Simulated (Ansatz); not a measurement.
Method: DFT PBE, scalar-relativistic, plane waves, PAW (Ansatz 0.2.0). Settings: cutoff 420 eV, Γ-centred meshes spaced at most about 0.3 Å⁻¹, and about 0.25 Å⁻¹ or finer for metals (2π included), Gaussian smearing. No spin polarisation.

These are static total energies at zero pressure.

Question: Which of these relaxed structures of Sb2Se5 is the lowest in energy?
A.

```
CELL_PARAMETERS angstrom
6.93754 -1.89729 0.00000
6.93754 1.89729 0.00000
-6.60028 0.00000 10.13044
ATOMIC_POSITIONS crystal
Sb 0.17221 0.17221 0.79667
Sb 0.82779 0.82779 0.20333
Se 0.16101 0.16101 0.57156
Se 0.83899 0.83899 0.42844
Se 0.50000 0.50000 0.50000
Se 0.17236 0.17236 0.08804
Se 0.82764 0.82764 0.91196
```

B.

```
CELL_PARAMETERS angstrom
2.09471 1.20938 12.02140
-2.09471 1.20938 12.02140
0.00000 -2.41877 12.02140
ATOMIC_POSITIONS crystal
Sb 0.07688 0.07688 0.07688
Sb 0.92312 0.92312 0.92312
Se 0.20910 0.20910 0.20910
Se 0.79090 0.79090 0.79090
Se 0.36908 0.36908 0.36908
Se 0.63092 0.63092 0.63092
Se 0.50000 0.50000 0.50000
```

C.

```
CELL_PARAMETERS angstrom
7.91805 -2.05876 0.00000
7.91805 2.05876 0.00000
-1.43290 0.00000 5.81963
ATOMIC_POSITIONS crystal
Sb 0.13999 0.13999 0.40975
Sb 0.86001 0.86001 0.59025
Se 0.00000 0.00000 0.00000
Se 0.55926 0.55926 0.66265
Se 0.44074 0.44074 0.33735
Se 0.28235 0.28235 0.78950
Se 0.71765 0.71765 0.21050
```

Answer: A. The next of these, C, lies 79 meV/atom higher. Forms: A C2/m; C C2/m; B R-3m. Counting Se atoms around Sb (those within 1.25 times the shortest such distance or 1.15 times the sum of covalent radii): A has Sb 3; C has Sb 6; B has Sb 6. C holds Se–Se pairs (shortest 2.36 Å) (bonds between like non-metal atoms; other contacts aren't counted). All come from invented guesses.

For metals, differences of a few meV/atom aren't resolved. No dispersion correction is applied, so the spacing and binding between layers, chains or molecules are poorly described (C2/m at 38.1 Å³/atom, R-3m), and this can change margins and order among such cells. Spin–orbit coupling, which can matter for Sb, is left out. Cells relaxed within their symmetry can be saddle points. Some structure types and database cells were kept out of the candidates from the start, so a known form may be missing.
